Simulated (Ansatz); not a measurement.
# Cr (Im-3m) in Ansatz: notebook

The runs below take Cr through relaxation of cell and atoms, with rPW86-PBE+rVV10, HSE03.

Program: Ansatz 0.2.0. These are calculated values, not measurements. Logs are shortened: lines on timing, memory, paths and dates and some standing lists are left out, and cuts for length are marked.

## (1) Starting point

Symmetry: Im-3m, No. 229, cubic system. The conventional cell has a = 2.969 Å, b = 2.969 Å, c = 2.969 Å, α = 90.00°, β = 90.00°, γ = 90.00°. Cr (site symmetry m-3m) is surrounded by 8 Cr at 2.57 Å.

## (2) Relaxation of cell and atoms, rPW86-PBE+rVV10, collinear spin, random start

The input, run.py:

```python
import json

import ase.io
import numpy as np
import spglib

import ansatz as az

atoms = ase.io.read("Cr.cif")
cell, frac, numbers = spglib.find_primitive((atoms.cell[:], atoms.get_scaled_positions(), atoms.numbers), symprec=1e-5)
atoms = ase.Atoms(numbers, cell=cell, scaled_positions=frac, pbc=True)
atoms.set_initial_magnetic_moments([1.87])

calculation = (
    az.Crystal.from_ase(atoms)
    .calculation()
    .kpoints(12, 12, 12)
    .functional(exchange="rpw86", correlation="pbe", dispersion="rvv10")
    .pseudopotentials(kind="paw")
    .spin("collinear")
    .occupations(method="gaussian", width=0.1)
    .relax(force_tolerance=0.01, max_steps=40, cell=True, stress_tolerance=0.05)
    .forces()
    .stress()
)
outcome = calculation.run(threads=2, events_out="events.jsonl")

report = outcome.report
for line in open("events.jsonl"):
    event = json.loads(line)
    if event["event"] == "scf_iter":
        d = event["data"]
        print(f"SCF {d['iter']:3d}  HF = {d['harris_foulkes_ev']:.6f} eV  dr2 = {d['dr2_ev']:.2e} eV")
    elif event["event"] in ("relax_step", "md_step"):
        d = event["data"]
        print(f"{event['event']} {d['step']:3d}  E = {d['lagrangian_ev']:.6f} eV")
np.set_printoptions(precision=5, suppress=True, linewidth=110)
print("converged:", report["converged"], "after", report["n_iterations"], "iterations")
print(f"free energy {report['free_energy_ev']:.6f} eV, Fermi level {report['fermi_energy_ev']:.4f} eV")
for key in ("band_edges_ev", "magnetization_mub", "site_moments_mub", "site_moments_nc_mub", "forces_ev_ang",
                "stress_gpa"):
    if report.get(key) is not None:
        print(key, np.array(report[key]), sep="\n")
```

The input, Cr.cif:

```cif
data_Cr
_cell_length_a 2.96889936
_cell_length_b 2.96889936
_cell_length_c 2.96889936
_cell_angle_alpha 90.00000000
_cell_angle_beta 90.00000000
_cell_angle_gamma 90.00000000
_space_group_name_H-M_alt 'Im-3m'
_space_group_name_Hall '-I 4 2 3'
_space_group_IT_number 229
loop_
_space_group_symop_operation_xyz
'x,y,z'
'-x,-y,-z'
'-y,x,z'
'y,-x,-z'
'-x,-y,z'
'x,y,-z'
'y,-x,z'
'-y,x,-z'
'x,-y,-z'
'-x,y,z'
'-y,-x,-z'
'y,x,z'
'-x,y,-z'
'x,-y,z'
'y,x,-z'
'-y,-x,z'
'z,x,y'
'-z,-x,-y'
'z,-y,x'
'-z,y,-x'
'z,-x,-y'
'-z,x,y'
'z,y,-x'
'-z,-y,x'
'-z,x,-y'
'z,-x,y'
'-z,-y,-x'
'z,y,x'
'-z,-x,y'
'z,x,-y'
'-z,y,x'
'z,-y,-x'
'y,z,x'
'-y,-z,-x'
'x,z,-y'
'-x,-z,y'
'-y,z,-x'
'y,-z,x'
'-x,z,y'
'x,-z,-y'
'-y,-z,x'
'y,z,-x'
'-x,-z,-y'
'x,z,y'
'y,-z,-x'
'-y,z,x'
'x,-z,y'
'-x,z,-y'
'x+1/2,y+1/2,z+1/2'
'-x+1/2,-y+1/2,-z+1/2'
'-y+1/2,x+1/2,z+1/2'
'y+1/2,-x+1/2,-z+1/2'
'-x+1/2,-y+1/2,z+1/2'
'x+1/2,y+1/2,-z+1/2'
'y+1/2,-x+1/2,z+1/2'
'-y+1/2,x+1/2,-z+1/2'
'x+1/2,-y+1/2,-z+1/2'
'-x+1/2,y+1/2,z+1/2'
'-y+1/2,-x+1/2,-z+1/2'
'y+1/2,x+1/2,z+1/2'
'-x+1/2,y+1/2,-z+1/2'
'x+1/2,-y+1/2,z+1/2'
'y+1/2,x+1/2,-z+1/2'
'-y+1/2,-x+1/2,z+1/2'
'z+1/2,x+1/2,y+1/2'
'-z+1/2,-x+1/2,-y+1/2'
'z+1/2,-y+1/2,x+1/2'
'-z+1/2,y+1/2,-x+1/2'
'z+1/2,-x+1/2,-y+1/2'
'-z+1/2,x+1/2,y+1/2'
'z+1/2,y+1/2,-x+1/2'
'-z+1/2,-y+1/2,x+1/2'
'-z+1/2,x+1/2,-y+1/2'
'z+1/2,-x+1/2,y+1/2'
'-z+1/2,-y+1/2,-x+1/2'
'z+1/2,y+1/2,x+1/2'
'-z+1/2,-x+1/2,y+1/2'
'z+1/2,x+1/2,-y+1/2'
'-z+1/2,y+1/2,x+1/2'
'z+1/2,-y+1/2,-x+1/2'
'y+1/2,z+1/2,x+1/2'
'-y+1/2,-z+1/2,-x+1/2'
'x+1/2,z+1/2,-y+1/2'
'-x+1/2,-z+1/2,y+1/2'
'-y+1/2,z+1/2,-x+1/2'
'y+1/2,-z+1/2,x+1/2'
'-x+1/2,z+1/2,y+1/2'
'x+1/2,-z+1/2,-y+1/2'
'-y+1/2,-z+1/2,x+1/2'
'y+1/2,z+1/2,-x+1/2'
'-x+1/2,-z+1/2,-y+1/2'
'x+1/2,z+1/2,y+1/2'
'y+1/2,-z+1/2,-x+1/2'
'-y+1/2,z+1/2,x+1/2'
'x+1/2,-z+1/2,y+1/2'
'-x+1/2,z+1/2,-y+1/2'
loop_
_atom_site_label
_atom_site_type_symbol
_atom_site_symmetry_multiplicity
_atom_site_Wyckoff_symbol
_atom_site_fract_x
_atom_site_fract_y
_atom_site_fract_z
_atom_site_occupancy
Cr1 Cr 2 a 0.0000000000 0.0000000000 0.0000000000 1
```

Potentials or basis: Ansatz PAW.

Started as:

```bash
$ python run.py
```

Standard output:

```text
DeckWarning: basis.ecutwfc = 420 eV, auto-derived from the records' recommended cutoffs: set by Cr (normal level)
PlacementWarning: RAYON_NUM_THREADS=2 ignored (pool sized by the plan → 2); use plan(threads=…)
RunWarning: the starting moments were not kept: the SCF closed with an absolute magnetisation of 1.6e-6 μB, where they sum to 1.87 μB in size (1 site). That is at most 0.1 of that sum. Measured as dr2_m measures the in/out step, that magnetisation stands 1.0e-12 eV from none, at or under the dr2_threshold of 1.0e-7 eV: it is no larger than a step whose dr2_m would equal this threshold. The system may hold no moment; this SCF sho [...]
RunWarning: the starting moments were not kept: the SCF closed with an absolute magnetisation of 1.3e-6 μB, where they sum to 1.87 μB in size (1 site). That is at most 0.1 of that sum. Measured as dr2_m measures the in/out step, that magnetisation stands 8.3e-13 eV from none, at or under the dr2_threshold of 1.0e-7 eV: it is no larger than a step whose dr2_m would equal this threshold. The system may hold no moment; this SCF sho [...]
RunWarning: the starting moments were not kept: the SCF closed with an absolute magnetisation of 1.7e-7 μB, where they sum to 1.87 μB in size (1 site). That is at most 0.1 of that sum. Measured as dr2_m measures the in/out step, that magnetisation stands 1.3e-14 eV from none, at or under the dr2_threshold of 1.0e-7 eV: it is no larger than a step whose dr2_m would equal this threshold. The system may hold no moment; this SCF sho [...]
RunWarning: the starting moments were not kept: the SCF closed with an absolute magnetisation of 3.0e-7 μB, where they sum to 1.87 μB in size (1 site). That is at most 0.1 of that sum. Measured as dr2_m measures the in/out step, that magnetisation stands 4.8e-14 eV from none, at or under the dr2_threshold of 1.0e-7 eV: it is no larger than a step whose dr2_m would equal this threshold. The system may hold no moment; this SCF sho [...]
RunWarning: the starting moments were not kept: the SCF closed with an absolute magnetisation of 2.7e-10 μB, where they sum to 1.87 μB in size (1 site). That is at most 0.1 of that sum. Measured as dr2_m measures the in/out step, that magnetisation stands 3.1e-20 eV from none, at or under the dr2_threshold of 1.0e-11 eV: it is no larger than a step whose dr2_m would equal this threshold. The system may hold no moment; this SCF s [...]
SCF   1  HF = -3399.851172 eV  dr2 = 5.26e+00 eV
SCF   2  HF = -3398.322223 eV  dr2 = 2.14e-01 eV
SCF   3  HF = -3399.085075 eV  dr2 = 5.29e-02 eV
SCF   4  HF = -3398.799449 eV  dr2 = 2.58e-02 eV
SCF   5  HF = -3398.792425 eV  dr2 = 7.62e-05 eV
SCF   6  HF = -3398.792399 eV  dr2 = 5.87e-05 eV
SCF   7  HF = -3398.792484 eV  dr2 = 2.27e-07 eV
SCF   8  HF = -3398.792487 eV  dr2 = 4.05e-07 eV
SCF   9  HF = -3398.792487 eV  dr2 = 1.38e-09 eV
SCF  10  HF = -3398.792487 eV  dr2 = 8.09e-10 eV
SCF  11  HF = -3398.792487 eV  dr2 = 6.00e-11 eV
relax_step   1  E = -3398.792487 eV
SCF   1  HF = -3398.903427 eV  dr2 = 8.58e-02 eV
SCF   2  HF = -3398.869896 eV  dr2 = 2.57e-03 eV
SCF   3  HF = -3398.882919 eV  dr2 = 1.08e-03 eV
SCF   4  HF = -3398.897343 eV  dr2 = 8.74e-04 eV
SCF   5  HF = -3398.900321 eV  dr2 = 4.98e-05 eV
SCF   6  HF = -3398.900492 eV  dr2 = 7.84e-06 eV
SCF   7  HF = -3398.900497 eV  dr2 = 6.29e-08 eV
SCF   8  HF = -3398.900497 eV  dr2 = 7.71e-09 eV
SCF   9  HF = -3398.900497 eV  dr2 = 5.76e-11 eV
relax_step   2  E = -3398.900497 eV
SCF   1  HF = -3398.900896 eV  dr2 = 9.31e-04 eV
SCF   2  HF = -3398.900833 eV  dr2 = 5.98e-04 eV
SCF   3  HF = -3398.900723 eV  dr2 = 1.23e-05 eV
SCF   4  HF = -3398.901025 eV  dr2 = 1.39e-05 eV
SCF   5  HF = -3398.901081 eV  dr2 = 1.55e-06 eV
SCF   6  HF = -3398.901085 eV  dr2 = 1.68e-07 eV
SCF   7  HF = -3398.901086 eV  dr2 = 3.61e-11 eV
SCF   8  HF = -3398.901086 eV  dr2 = 3.33e-12 eV
relax_step   3  E = -3398.901086 eV
SCF   1  HF = -3398.901116 eV  dr2 = 2.56e-05 eV
SCF   2  HF = -3398.901114 eV  dr2 = 1.62e-05 eV
SCF   3  HF = -3398.901111 eV  dr2 = 3.42e-07 eV
SCF   4  HF = -3398.901119 eV  dr2 = 3.56e-07 eV
SCF   5  HF = -3398.901120 eV  dr2 = 5.00e-08 eV
SCF   6  HF = -3398.901120 eV  dr2 = 3.43e-08 eV
relax_step   4  E = -3398.901120 eV
SCF   1  HF = -3398.900676 eV  dr2 = 1.85e-06 eV
SCF   2  HF = -3398.900694 eV  dr2 = 3.71e-07 eV
SCF   3  HF = -3398.900696 eV  dr2 = 3.32e-08 eV
SCF   4  HF = -3398.900697 eV  dr2 = 3.88e-08 eV
SCF   5  HF = -3398.900697 eV  dr2 = 1.48e-08 eV
SCF   6  HF = -3398.900697 eV  dr2 = 3.48e-10 eV
SCF   7  HF = -3398.900697 eV  dr2 = 1.86e-12 eV
SCF   8  HF = -3398.900697 eV  dr2 = 6.46e-15 eV
relax_step   5  E = -3398.900697 eV
converged: True after 8 iterations
free energy -3398.900697 eV, Fermi level 19.2449 eV
magnetization_mub
-2.6685320619890263e-11
site_moments_mub
[0.]
forces_ev_ang
[[-0. -0.  0.]]
stress_gpa
[[ 0.0067 -0.      0.    ]
 [ 0.      0.0067  0.    ]
 [ 0.     -0.      0.0067]]
```

Wall time 4.2 s (2 threads of Intel Xeon 6975P-C (Granite Rapids), shared host); peak memory 0.46 GiB.

Results:

* Free energy: -3398.9007 eV
* Relaxed volume: 11.70 Å³/atom
* Relaxed cell: a = 2.477 Å, b = 2.477 Å, c = 2.477 Å, α = 109.47°, β = 109.47°, γ = 109.47°
* Space group after relaxing (to 0.05 Å): Im-3m (No. 229)
* Energy gained by relaxing: 108.2 meV/atom
* Ionic steps: 5
* Pressure after relaxing: 0.0 GPa
* Net moment: 0.00 μB per cell
* Absolute moment: 0.00 μB per cell

Step by step:
```csv
step,energy change (eV),largest force (eV/Å),volume (Å³)
1,0.0000,0.0000,13.08
2,-0.1080,0.0000,11.60
3,-0.1086,0.0000,11.71
4,-0.1086,0.0000,11.70
5,-0.1082,0.0000,11.70
```

Final structure:
```yaml
crystal:
  lattice:
    - [-1.42994, 1.42994, 1.42994]
    - [1.42994, -1.42994, 1.42994]
    - [1.42994, 1.42994, -1.42994]
  atoms:
    - { symbol: Cr, position: [0.00000, 0.00000, 0.00000] }
```

Caveat: the potentials were made for another functional, which shifts forces and pressure; the starting moments collapsed, and a magnetic state may lie lower; the starting moments weren't kept.

## (3) Relaxation of cell and atoms, HSE03, collinear spin, ferromagnetic start

The input, input.yaml:

```yaml
crystal:
  lattice:
    - [-1.4844496776, 1.4844496776, 1.4844496776]
    - [1.4844496776, -1.4844496776, 1.4844496776]
    - [1.4844496776, 1.4844496776, -1.4844496776]
  atoms:
    - { symbol: Cr, position: [0.0, 0.0, 0.0], spin: 3.0 }
hamiltonian:
  xc: { exchange: pbe, correlation: pbe, exx: { coeff: 0.25, omega: 0.3 } }
  pseudopotentials: { kind: paw }
magnetization:
  spin_polarized: true
kpoints:
  mp_grid: { grid: [6, 6, 6] }
scf:
  occupations: { method: fermi_dirac, width: 0.05 }
output:
  forces: true
  stress: true
  write_density: true
  write_potential: true
  elf: true
  volumetric_format: npy
relax:
  f_tol: 0.01
  max_steps: 40
  cell: { stress_tol: 0.05 }
```

Potentials or basis: Ansatz PAW.

Started as:

```bash
$ ansatz run input.yaml --threads 2 --pin off --max-ram 5632MiB --backend cpu --events-out ev --progress --plain --runs-dir out
```

It took 1.9 min on 2 threads of Arm Neoverse N1, shared host; peak memory 0.47 GiB.

Results (log left out):

```
Free energy                            : -3375.7524 eV
Relaxed volume                         : 11.05 Å³/atom
Relaxed cell                           : a = 2.430 Å, b = 2.430 Å, c = 2.430 Å, α = 109.47°, β = 109.47°, γ = 109.47°
Space group after relaxing (to 0.05 Å) : Im-3m (No. 229)
Energy gained by relaxing              : 251.9 meV/atom
Ionic steps                            : 8
Pressure after relaxing                : 0.0 GPa
Band gap on the k mesh                 : none (metal or under the smearing width)
Net moment                             : 0.00 μB per cell
Absolute moment                        : 0.00 μB per cell
```

Step by step:
```csv
step,energy change (eV),largest force (eV/Å),volume (Å³)
1,0.0000,0.0000,13.08
2,-0.2504,0.0000,11.26
3,-0.2539,0.0000,10.97
4,-0.2543,0.0000,11.05
5,-0.2543,0.0000,11.05
6,-0.2519,0.0000,11.05
7,-0.2519,0.0000,11.05
8,-0.2519,0.0000,11.05
```

Final structure:
```cif
data_structure
_symmetry_space_group_name_H-M 'P 1'
_symmetry_Int_Tables_number 1
_cell_length_a 2.4305
_cell_length_b 2.4305
_cell_length_c 2.4305
_cell_angle_alpha 109.471
_cell_angle_beta 109.471
_cell_angle_gamma 109.471
_cell_volume 11.05
loop_
_atom_site_label
_atom_site_type_symbol
_atom_site_fract_x
_atom_site_fract_y
_atom_site_fract_z
_atom_site_occupancy
Cr1 Cr 0.00000 0.00000 0.00000 1
```

Levels at points of the mesh, in eV from the Fermi level:
Spin up:
| k point | band 5 | band 6 | band 7 | band 8 | band 9 | band 10 |
| --- | --- | --- | --- | --- | --- | --- |
| (0.00, 0.00, 0.00) | -9.29 | -1.63 | -1.63 | -1.63 | 1.95 | 1.95 |
| (0.00, 0.00, -0.50) | -5.61 | -3.51 | 0.87 | 1.76 | 2.30 | 3.23 |
| (-0.50, -0.50, -0.50) | -5.22 | -5.22 | 2.79 | 2.79 | 2.79 | 11.53 |
Spin down:
| k point | band 5 | band 6 | band 7 | band 8 | band 9 | band 10 |
| --- | --- | --- | --- | --- | --- | --- |
| (0.00, 0.00, 0.00) | -9.29 | -1.63 | -1.63 | -1.63 | 1.95 | 1.95 |
| (0.00, 0.00, -0.50) | -5.61 | -3.51 | 0.87 | 1.76 | 2.30 | 3.23 |
| (-0.50, -0.50, -0.50) | -5.22 | -5.22 | 2.79 | 2.79 | 2.79 | 11.53 |

Caveat: the k mesh is coarse (spacing up to 0.50 Å⁻¹), so the values aren't converged, least of all with exact exchange; the magnetic or orbital state may not be the lowest; the volume moved by over 15 % at a fixed basis, so the end points are rough; the starting moments collapsed, and a magnetic state may lie lower; the plane-wave basis is chosen anew once the cell has moved, so the energies of steps on either side of that aren't comparable; the PAW data sets come from PBE, with cores solved anew for the run's functional, which leaves a small shift of forces and pressure; the starting moments weren't kept.
